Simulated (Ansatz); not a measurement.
Runs of Ansatz 0.2.0 on Sb. The structure is trigonal, space group R-3m (No. 166). Conventional cell: a = 4.308 Å, b = 4.308 Å, c = 11.274 Å, α = 90.00°, β = 90.00°, γ = 120.00°. Sb (site symmetry 3m) has 3 Sb at 2.91 Å as nearest neighbours. 

```csv
task,level,potentials or basis,spin,cutoff (eV),points for each segment of the path,gap on the mesh (eV),pressure (GPa),V0 of scaled cells (Å³/atom),B0 (GPa),largest force (eV/Å)
equation of state,PBE,Ansatz PAW polarizable,off,420,-,-,-,31.70,50,-
equation of state,PBE,Ansatz PAW,off,420,-,-,-,31.70,50,-
equation of state,PBEsol,Ansatz PAW,"SOC, no magnetisation",420,-,-,-,30.26,(a),-
band structure,PBE,PseudoDojo standard (PBE files),off,1088,14,none,(b),-,-,0.17
band structure,BLYP,Ansatz PAW,off,420,14,none,6.8,-,-,0.13
```

Alike in all rows: cell as given; k mesh 8 × 8 × 8; smearing fermi-dirac 0.05 eV.

Q: Fill in the values left out.

A: (a) 57; (b) 2.6.

Caveats: the cell was scaled at fixed shape and fractional positions, which overstates the stiffness of a crystal with free parameters, most of all of layers and chains (some runs); spin-orbit coupling is left out, which moves the levels of the heavy elements (some runs); the PAW data sets come from PBE, with cores solved anew for the run's functional, which leaves a small shift of forces and pressure (some runs).

A k mesh can miss the band edges, and rows without SOC leave out spin-orbit coupling on Sb.

A gap of «none» marks a metal or a gap under the smearing width.
